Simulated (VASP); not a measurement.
Write the native input for VASP 6.6.1 that does the following.

```
Task                               : single point
Functional                         : r2SCAN50
Potentials or basis                : VASP PAW PBE potentials, release 64 (Sb, Ga_d)
Cutoff                             : 520 eV
k mesh                             : 4 × 4 × 4
Occupations                        : fermi-dirac, width 0.05 eV
Spin                               : no spin polarisation
Dipole correction                  : no
Exchange at q = 0                  : truncated
Grid for exact exchange (PRECFOCK) : Normal
Further INCAR settings             : ALGO = Normal; EDIFF = 1e-06; NBANDS = 16
```

The system is GaSb.

```
CELL_PARAMETERS angstrom
0.00000 3.03847 3.03847
3.03847 0.00000 3.03847
3.03847 3.03847 0.00000
ATOMIC_POSITIONS crystal
Sb 0.75000 0.75000 0.75000
Ga 0.00000 0.00000 0.00000
```

These files were run (other wordings do the same):

POSCAR

```
GaSb
1.0
    0.0000000000      3.0384691801      3.0384691801
    3.0384691801      0.0000000000      3.0384691801
    3.0384691801      3.0384691801      0.0000000000
Sb Ga
1 1
Direct
    0.7500000000      0.7500000000      0.7500000000
    0.0000000000      0.0000000000      0.0000000000
```

INCAR.step1

```
SYSTEM = GaSb
PREC = Accurate ; ENCUT = 520
EDIFF = 1E-5 ; ISMEAR = -1
SIGMA = 0.05 ; LREAL = .False.
LASPH = .True. ; NELM = 100
ALGO = Normal ; ISIF = 2
LWAVE = .True. ; NBANDS = 16
GGA = PE
```

INCAR.step2

```
SYSTEM = GaSb
PREC = Accurate ; ENCUT = 520
EDIFF = 1E-6 ; ISMEAR = -1
SIGMA = 0.05 ; LREAL = .False.
LASPH = .True. ; NELM = 100
ALGO = Normal ; ISIF = 2
LWAVE = .False. ; LCHARG = .True.
METAGGA = R2SCAN ; LHFCALC = .True.
AEXX = 0.5 ; LMIXTAU = .True.
PRECFOCK = Normal ; HFRCUT = -1
LELF = .True. ; LVHAR = .True.
NBANDS = 16 ; ISTART = 1
```

KPOINTS

```
Automatic mesh
0
Gamma
  4 4 4
  0 0 0
```

Potentials or basis: VASP PAW PBE potentials, release 64 (Sb, Ga_d).

Launch:

```console
$ cat potpaw_PBE.64/Sb/POTCAR potpaw_PBE.64/Ga_d/POTCAR > POTCAR
$ cp INCAR.step1 INCAR
$ mpirun -np 1 vasp_std > vasp.out
$ cp INCAR.step2 INCAR
$ mpirun -np 1 vasp_std > vasp.out
```

Results of the run:

```yaml
Pressure: -2.7 GPa
Band_gap_on_the_k_mesh: 3.44 eV, indirect (least direct gap 3.59 eV)
```

Caveat: the k mesh is coarse (spacing up to 0.45 Å⁻¹), so the values aren't converged, least of all with exact exchange; the PAW data sets were made with another functional, which shifts forces and pressure a little; spin-orbit coupling is left out, which moves the levels of the heavy elements.

Run time: 5.8 min on 1 thread of Intel(R) Xeon(R) Platinum 8488C (Sapphire Rapids) (shared host), peak memory 0.19 GiB.
